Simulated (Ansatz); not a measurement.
SiNi3 in Ansatz: the effect of functional

Crystal: SiNi3.

```
Ni Si
1.0
     3.56546    0.00000    0.00000
     0.00000    3.56546    0.00000
     0.00000    0.00000    3.56546
Ni Si
3 1
Direct
  0.50000 0.50000 0.00000
  0.50000 0.00000 0.50000
  0.00000 0.50000 0.50000
  0.00000 0.00000 0.00000
```

The cell isn't the ideal one: volume scaled by 1.02.

Alike in all runs:

| Quantity | Value |
| --- | --- |
| Program | Ansatz 0.2.0 |
| Task | single point |
| Potentials or basis | Ansatz PAW |
| k mesh | 8 × 8 × 8 |
| Occupations | fermi-dirac, width 0.05 eV |
| Spin | collinear spin, ferromagnetic start |
| Starting moments | [1.0, 1.0, 1.0, 0.0] μB |

```tsv
functional	cutoff	pressure (GPa)	moment (μB)
LDA	420 eV (not typed: the program's choice for these potentials)	-23.1	0.00
PBEsol	420 eV (not typed: the program's choice for these potentials)	?	?
r2SCAN	500 eV (not typed: the program's choice for these potentials)	-16.8	0.18
```

**Question.** What does the run with functional PBEsol give?

**Answer.** Pressure -17.3 GPa; moment 0.00 μB.

Caveats: the PAW data sets come from PBE, with cores solved anew for the run's functional, which leaves a small shift of forces and pressure; the starting moments weren't kept; the magnetic or orbital state may not be the lowest (some runs).

Runs at the PBE level aren't shown here.
